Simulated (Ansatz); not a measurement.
# InSe: the cost of one run

Program: Ansatz 0.2.0. Level of theory: DFT PBE+D3(BJ), scalar-relativistic, plane waves, PAW. These are calculated values, not measurements.

6 further runs of the same task are left out: 4 that didn't finish, 2 set aside as unsound or not needed.

**1. Starting point**

Symmetry: P6_3/mmc, No. 194, hexagonal system. The conventional cell has a = 4.032 Å, b = 4.032 Å, c = 16.762 Å, α = 90.00°, β = 90.00°, γ = 120.00°. In (site symmetry 3m) is surrounded by 3 Se at 2.66 Å and 1 In at 2.79 Å. Se (site symmetry 3m) has 3 In at 2.66 Å as nearest neighbours.

Coordinates:

```cif
data_structure
_symmetry_space_group_name_H-M 'P 1'
_symmetry_Int_Tables_number 1
_cell_length_a 4.0318
_cell_length_b 4.0318
_cell_length_c 16.7624
_cell_angle_alpha 90.000
_cell_angle_beta 90.000
_cell_angle_gamma 120.000
_cell_volume 235.97
loop_
_atom_site_label
_atom_site_type_symbol
_atom_site_fract_x
_atom_site_fract_y
_atom_site_fract_z
_atom_site_occupancy
In1 In 0.33333 0.66667 0.16666 1
In2 In 0.66667 0.33333 0.66666 1
In3 In 0.33333 0.66667 0.33334 1
In4 In 0.66667 0.33333 0.83334 1
Se1 Se 0.33333 0.66667 0.58987 1
Se2 Se 0.66667 0.33333 0.08987 1
Se3 Se 0.33333 0.66667 0.91013 1
Se4 Se 0.66667 0.33333 0.41013 1
```

It is the result of an earlier relaxation at this level (volume 29.50 Å³/atom; gap on the mesh: 0.37 eV).

**2. The reference cell**

Reference values: F = -44274.1524 eV; pressure 0.00 GPa; largest force 0.002 eV/Å; gap on the mesh 0.37 eV. It was computed beforehand with the settings of the runs below.

**3. Setting up a one-atom displacement scan**

Atom 5 (Se) is moved by x along the Cartesian unit vector (0.707, 0.707, 0.000); the cell and all other atoms stay fixed. Forces below are components along that vector, summed over the moved atoms. In a periodic cell its images move with it.

**4. Point x = -0.450 Å**

Contents of input.yaml:

```yaml
crystal:
  lattice:
    - [4.031771486, 0.0, 0.0]
    - [-2.015885743, 3.4916165292, 0.0]
    - [0.0, 0.0, 16.7623717135]
  atoms:
    - { symbol: In, position: [0.3333333333, 0.6666666667, 0.1666581949] }
    - { symbol: In, position: [0.6666666667, 0.3333333333, 0.6666581949] }
    - { symbol: In, position: [0.3333333333, 0.6666666667, 0.3333418051] }
    - { symbol: In, position: [0.6666666667, 0.3333333333, 0.8333418051] }
    - { symbol: Se, position: [0.2088446851, 0.5755346512, 0.5898711344] }
    - { symbol: Se, position: [0.6666666667, 0.3333333333, 0.0898711344] }
    - { symbol: Se, position: [0.3333333333, 0.6666666667, 0.9101288656] }
    - { symbol: Se, position: [0.6666666667, 0.3333333333, 0.4101288656] }
basis:
  ecutwfc: 420
kpoints:
  mp_grid: { grid: [12, 12, 2] }
hamiltonian:
  xc: pbe
  dispersion: d3bj
scf:
  occupations: { method: gaussian, width: 0.03 }
output:
  forces: true
  stress: true
  eigenvalues: true
```

On the command line:

```bash
> ansatz run input.yaml --threads 2 --pin off --max-ram 5120MiB --backend cpu --events-out ev --progress --plain --runs-dir out
```

What time and memory should one allow on 2 threads of AMD EPYC 7R43 (Zen 3), shared host?

About 2.8 min, with a peak of 1.7 GiB.
